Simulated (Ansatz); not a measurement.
Set up this calculation in Ansatz 0.2.0, as the native input.

| Item | Value |
| --- | --- |
| Task | single point |
| Functional | PBE |
| Potentials or basis | all-electron LAPW, scalar-relativistic |
| Cutoff | 385 eV (chosen from the basis error) |
| Basis error allowed | 0.001 eV/atom |
| k mesh | 10 × 10 × 9 |
| Occupations | fermi-dirac, width 0.05 eV |
| Spin | no spin polarisation |

The system is TaN.

```
Ta N
1.0
     2.93800    0.00000    0.00000
    -1.46900    2.54438    0.00000
     0.00000    0.00000    2.88300
Ta N
1 1
Direct
  0.01144 0.00833 0.48326
  0.65255 0.33881 0.00587
```

The cell isn't the ideal one: atoms moved at random, drawn with an rms of 0.05 Å.

One way to write it, as run:

input.yaml

```yaml
crystal:
  lattice:
    - [2.938, 0.0, 0.0]
    - [-1.469, 2.5443826363, 0.0]
    - [0.0, 0.0, 2.883]
  atoms:
    - { symbol: Ta, position: [0.011444, 0.008329, 0.483264] }
    - { symbol: "N", position: [0.652555, 0.338806, 0.005873] }
kpoints:
  mp_grid: { grid: [10, 10, 9] }
scf:
  occupations: { method: fermi_dirac, width: 0.05 }
hamiltonian:
  xc: pbe
  pseudopotentials: { kind: all_electron, lapw: { basis_error: 0.001 } }
output:
  forces: true
  stress: true
  eigenvalues: true
  populations: true
```

Potentials or basis: all-electron LAPW, scalar-relativistic.

Launch:

```sh
$ ansatz run input.yaml --threads 1 --pin off --max-ram 2560MiB --backend cpu --events-out ev --progress --plain --runs-dir out
```

Results of the run:

```yaml
Pressure: 6.4 GPa
Largest_force: 1.345 eV/Å
Band_gap_on_the_k_mesh: none (metal or under the smearing width)
Loewdin_charges: Ta +0.76; N -0.68 e
```

Wall time 3.3 min on 1 thread of Arm Neoverse V1 (shared host), peak memory 1 GiB.
